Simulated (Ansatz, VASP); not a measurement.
# Two plane-wave programs on V

```
V
1.0
     2.29552    0.00000    0.00000
     0.00000    2.29552    0.00000
     0.00000    0.00000   23.80000
V
1
Direct
  0.50000 0.50000 0.29412
```

Alike in both runs: functional PBE; k mesh 24 × 24 × 1; occupations gaussian, width 0.1 eV; collinear spin.

Ansatz relaxed the structure, and its values are those at the end. VASP's run is a single point on that final structure, the one shown.

|  | VASP | Ansatz |
| --- | --- | --- |
| version | VASP 6.6.1 | Ansatz 0.2.0 |
| potentials or method | VASP PAW PBE potentials, release 64 (V_sv) | scalar-relativistic, plane waves, PAW |
| plane-wave cutoff (eV) | 520 | 420 |
| valence electrons in the cell | 13 | 13 |

|  | VASP | Ansatz | Ansatz less VASP |
| --- | --- | --- | --- |
| gap on the k mesh at the Fermi level (eV) | none | none | - |
| net moment per atom (μB) | 0.00 | 0.00 | 0.000 |

A gap of «none» marks a metal or a gap that the smearing closes. Ansatz warned: «seeded_moment_not_kept».
